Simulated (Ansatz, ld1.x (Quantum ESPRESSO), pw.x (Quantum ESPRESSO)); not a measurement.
## pw.x on bcc Pt: one setting changed

Potential: PAW, ld1.x (Quantum ESPRESSO) 7.5, PBE; core [Kr] 4d10 4f14, reference 5s2 5p6 5d9 6s1 6p0; waves: 5s (bound): rcut 1.60, rcutus 1.90 bohr; 6s (bound): rcut 1.60, rcutus 1.90 bohr; 5p (bound): rcut 2.05, rcutus 2.25 bohr; 6p (bound, empty): rcut 2.05, rcutus 2.25 bohr; 5d (bound): rcut 1.20, rcutus 1.60 bohr; 5d channel at -0.1 Ry: rcut 1.20, rcutus 1.60 bohr; local part: all-electron potential smoothed inside 2.15 bohr (lloc = -1); core correction: Bessel-smoothed model core inside 1.55 bohr; augmentation: BESSEL, radius 1.10 bohr.

The reference run (k-mesh 15³, cutoffs 85/680 Ry, Fermi–Dirac 0.01 Ry, mixing_beta 0.4, conv_thr 1e-9, no spin) gives 1.00 GPa at 15.859 Å³/atom, where all-electron LAPW gives -0.19 GPa. This run, with its own iteration cap, changes k-mesh shift to 1.

```
&control
  calculation='scf', prefix='x', pseudo_dir='./', outdir='./tmp', tstress=.true., disk_io='none'
/
&system
  ibrav=0, nat=1, ntyp=1, ecutwfc=85, ecutrho=680, nbnd=17,
  occupations='smearing', smearing='fd', degauss=0.01
/
&electrons
  conv_thr=1e-09, mixing_beta=0.4, electron_maxstep=60
/
ATOMIC_SPECIES
Pt 1.0 Pt.UPF
CELL_PARAMETERS angstrom
  -1.58272430 1.58272430 1.58272430
  1.58272430 -1.58272430 1.58272430
  1.58272430 1.58272430 -1.58272430
ATOMIC_POSITIONS crystal
Pt 0.0000 0.0000 0.0000
K_POINTS automatic
15 15 15 1 1 1
```

```bash
pw.x < Pt.scf.in > Pt.scf.out
```

How does the run end?

It converges in 8 iterations; the free energy moves by +7.3 meV/atom and the pressure by +0.30 GPa.

```
Message from routine setup:
     using ibrav=0 with symmetry is DISCOURAGED, use correct ibrav instead
     lattice parameter (alat)  =       5.1804  a.u.
     unit-cell volume          =     107.0218 (a.u.)^3
     number of electrons       =        18.00
     number of Kohn-Sham states=           17
     kinetic-energy cutoff     =      85.0000  Ry
     charge density cutoff     =     680.0000  Ry
     scf convergence threshold =      1.0E-09
     Exchange-correlation= SLA  PW   PBX  PBC
     number of k points=   120  Fermi-Dirac smearing, width (Ry)=  0.0100
     iteration #  1     ecut=    85.00 Ry     beta= 0.40
     total energy              =    -916.78794468 Ry
     estimated scf accuracy    <       0.07913611 Ry
     iteration #  2     ecut=    85.00 Ry     beta= 0.40
     total energy              =    -916.79961526 Ry
     estimated scf accuracy    <       0.00304339 Ry
     iteration #  3     ecut=    85.00 Ry     beta= 0.40
     total energy              =    -916.79969462 Ry
     estimated scf accuracy    <       0.00087031 Ry
     [... 2 iterations left out ...]
     iteration #  6     ecut=    85.00 Ry     beta= 0.40
     total energy              =    -916.79974933 Ry
     estimated scf accuracy    <       0.00000013 Ry
     iteration #  7     ecut=    85.00 Ry     beta= 0.40
     total energy              =    -916.79974951 Ry
     estimated scf accuracy    <       0.00000074 Ry
     iteration #  8     ecut=    85.00 Ry     beta= 0.40
     the Fermi energy is    20.5279 ev
!    total energy              =    -916.79974962 Ry
     estimated scf accuracy    <          7.2E-10 Ry
     smearing contrib. (-TS)   =      -0.00536086 Ry
     The total energy is F=E-TS. E is the sum of the following terms:
     one-electron contribution =     -49.42785621 Ry
     hartree contribution      =      54.08872002 Ry
     xc contribution           =     -28.53858887 Ry
     ewald contribution        =    -197.11550766 Ry
     one-center paw contrib.   =    -695.80115604 Ry
     convergence has been achieved in   8 iterations
          total   stress  (Ry/bohr**3)                   (kbar)     P=       13.03
     Message from routine punch:
     Nothing written, as per user request (disk_io='none')
```

The run took about 31 s on one core of a shared host (Neoverse-V2, 96 threads, 742 GiB, load 76).
